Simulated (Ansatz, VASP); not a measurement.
Two plane-wave programs on Pb

```xyz
2
Lattice="0.0000 3.4674 3.4674 3.4674 0.0000 3.4674 3.4674 3.4674 0.0000" Properties=species:S:1:pos:R:3 pbc="T T T"
Pb    0.0000    0.0000    0.0000
Pb    1.7337    1.7337    1.7337
```

Change from the starting cell: volume scaled by 1.025, PAW files.

Alike in both runs: task electric field gradients; functional PBE; k mesh 8 × 8 × 8; occupations fermi-dirac, width 0.05 eV; no spin polarisation.

```csv
,VASP,Ansatz
version,VASP 6.6.1,Ansatz 0.2.0
potentials or method,"VASP PAW PBE potentials, release 64 (Pb_d)","PAW with Ansatz's default frozen-core files, scalar-relativistic"
plane-wave cutoff (eV),520,420
valence electrons in the cell,28,28
```

|  | VASP | Ansatz | Ansatz less VASP |
| --- | --- | --- | --- |
| pressure (GPa) | 1.5 | 1.5 | +0.05 |
| Vzz of the field gradient on the site that differs most (V/Å²) | 0.0 | 0.0 | 0.00 |

Ansatz warned: «gradients_without_spin_orbit».

The runs have no spin-orbit coupling, so splittings on Pb are missing.
